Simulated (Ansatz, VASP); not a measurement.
## Co in VASP and in Ansatz

```
CELL_PARAMETERS angstrom
3.96239 0.00000 0.00000
-1.98119 3.43153 0.00000
0.00000 0.00000 2.43761
ATOMIC_POSITIONS crystal
Co 0.00000 0.00000 0.00000
Co 0.33333 0.66667 0.50000
Co 0.66667 0.33333 0.50000
```

Alike in both runs: functional PBE; k mesh 15 × 15 × 18; occupations gaussian, width 0.1 eV; collinear spin.

Ansatz relaxed the structure, and its values are those at the end. VASP's run is a single point on that final structure, the one shown.

|  | VASP | Ansatz |
| --- | --- | --- |
| version | VASP 6.6.1 | Ansatz 0.2.0 |
| potentials or method | VASP PAW PBE potentials, release 64 (Co) | scalar-relativistic, plane waves, PAW |
| plane-wave cutoff (eV) | 520 | 420 |
| valence electrons in the cell | 27 | 51 |

Ansatz gave:

```
gap on the k mesh at the Fermi level (eV)                     : none
pressure (GPa)                                                : 0.0
net moment per atom (μB)                                      : 1.65
size of the moment on the site where the two differ most (μB) : 1.67
```

Question: Estimate VASP's values.

Answer: gap on the k mesh at the Fermi level (eV): none; pressure (GPa): -0.7; net moment per atom (μB): 1.64; size of the moment on the site where the two differ most (μB): 1.61.

Site moments also hang on the region over which each program counts them. A gap of «none» marks a metal or a gap that the smearing closes. The two sets of potentials don't hold the same shells in valence.
